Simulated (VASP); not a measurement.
Input of a VASP 6.6.1 run:

INCAR

```
SYSTEM = Al
PREC = Accurate ; ENCUT = 520
EDIFF = 1E-6 ; ISMEAR = 0
SIGMA = 0.05 ; LREAL = Auto
LASPH = .True. ; NELM = 100
ALGO = Fast ; ISIF = 2
LWAVE = .False. ; LCHARG = .False.
GGA = PE ; NBANDS = 48
```

Contents of KPOINTS:

```
Automatic mesh
0
Gamma
  2 3 1
  0 0 0
```

Contents of POSCAR:

```
Al
1.0
    8.1000000000      0.0000000000      0.0000000000
    0.0000000000      5.7275650000      0.0000000000
    0.0000000000      0.0000000000     17.7275650000
Al
21
Direct
    0.0000000000      0.0000000000      0.0564093264
    0.5000000000      0.0000000000      0.0564093264
    0.0000000000      0.5000000873      0.0564093264
    0.5000000000      0.5000000873      0.0564093264
    0.2500000000      0.2499999564      0.1371812767
    0.7500000000      0.2499999564      0.1371812767
    0.2500000000      0.7500000436      0.1371812767
    0.7500000000      0.7500000436      0.1371812767
    0.0043866667      0.0007477872      0.2126484940
    0.4956018519      0.0008576070      0.2126548683
    0.0043588889      0.4989739968      0.2126408224
    0.4955854321      0.4990160740      0.2126446582
    0.2499561728      0.2498735501      0.3006305152
    0.7499608642      0.2496601959      0.2854819599
    0.2499766667      0.7498766055      0.2978279871
    0.7499609877      0.7496681400      0.2917018778
   -0.0059862963     -0.0044875964      0.3665866124
    0.5059287654     -0.0045459109      0.3666029147
   -0.0059851852      0.5040869898      0.3665797869
    0.5058688889      0.5040463094      0.3665793920
    0.7500137037      0.2498997392      0.4376266566
```

Potentials or basis: VASP PAW PBE potentials, release 64 (Al).

Run with:

```bash
$ cat potpaw_PBE.64/Al/POTCAR > POTCAR
$ mpirun -np 1 vasp_std > vasp.out
```

(1) Estimate the band gap on the k mesh.

(2) What does it give for the largest force?

Results:

(1) none (metal or under the smearing width).

(2) 0.598 eV/Å.

Caveat: the k mesh is coarse (spacing up to 0.39 Å⁻¹), so the values aren't converged.
